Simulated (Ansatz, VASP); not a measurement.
**One calculation of PbSe (Clausthalite), two programs**

File INCAR:

```
PREC     = Accurate       # precision mode
ENCUT    = 520            # plane-wave cutoff, eV
EDIFF    = 1E-7           # SCF threshold, eV
ISMEAR   = -1             # smearing method
SIGMA    = 0.05           # smearing width, eV
LREAL    = F              # projectors in reciprocal space
LASPH    = T              # aspherical terms in the spheres
NELM     = 80             # most SCF steps
ALGO     = Normal         # electronic algorithm
ISIF     = 2              # what is computed and relaxed
LWAVE    = F              # write WAVECAR
LCHARG   = F              # write CHGCAR
GGA      = PS             # functional
NBANDS   = 17             # bands
```

KPOINTS

```
regular mesh
0
Gamma
  8 8 8
```

POSCAR

```
PbSe
1.0
    0.0000000000      3.0606500000      3.0606500000
    3.0606500000      0.0000000000      3.0606500000
    3.0606500000      3.0606500000      0.0000000000
Pb Se
1 1
Direct
    0.0000000000      0.0000000000      0.0000000000
    0.5000000000      0.5000000000      0.5000000000
```

Contents of input.yaml:

```yaml
crystal:
  lattice:
    - [0.0, 3.06065, 3.06065]
    - [3.06065, 0.0, 3.06065]
    - [3.06065, 3.06065, 0.0]
  atoms:
    - { symbol: Pb, position: [0.0, 0.0, 0.0] }
    - { symbol: Se, position: [0.5, 0.5, 0.5] }
hamiltonian:
  xc: pbesol
  pseudopotentials: { kind: paw }
kpoints:
  mp_grid: { grid: [8, 8, 8] }
  band_path:
    path:
      - [[0.0, 0.0, 0.0], [0.5, 0.0, 0.5], [0.5, 0.25, 0.75], [0.375, 0.375, 0.75], [0.0, 0.0, 0.0], [0.5, 0.5, 0.5], [0.625, 0.25, 0.625], [0.5, 0.25, 0.75], [0.5, 0.5, 0.5], [0.375, 0.375, 0.75]]
      - [[0.625, 0.25, 0.625], [0.5, 0.0, 0.5]]
    npoints: 14
scf:
  occupations: { method: fermi_dirac, width: 0.05 }
  n_extra_bands: 6
output:
  forces: true
  stress: true
  eigenvalues: true
  fatbands: false
```

Alike in both runs: functional PBEsol; k mesh 8 × 8 × 8; occupations fermi-dirac, width 0.05 eV; no spin polarisation.

|  | VASP | Ansatz |
| --- | --- | --- |
| version | VASP 6.6.1 | Ansatz 0.2.0 |
| potentials or method | VASP PAW PBE potentials, release 64 (Pb_d, Se) | Ansatz PAW |
| plane-wave cutoff (eV) | 520 | 420 |
| valence electrons in the cell | 20 | 30 |
| task | single point | band structure |

```csv
,VASP,Ansatz,Ansatz less VASP
gap on the k mesh at the Fermi level (eV),0.20,0.20,-0.004
least direct gap on the mesh (eV),0.20,0.20,-0.004
pressure (GPa),-0.5,-0.5,0.00
```

The functional is the same, so the differences come from potentials, cutoffs and numerics. The two sets of potentials don't hold the same shells in valence.

Caveats: spin-orbit coupling is left out, which as a rule narrows the gap of such compounds by several tenths of an eV; the PAW data sets were made with another functional, which shifts forces and pressure a little (VASP); the PAW data sets come from PBE, with cores solved anew for the run's functional, which leaves a small shift of forces and pressure (Ansatz). A k mesh can miss the band edges.
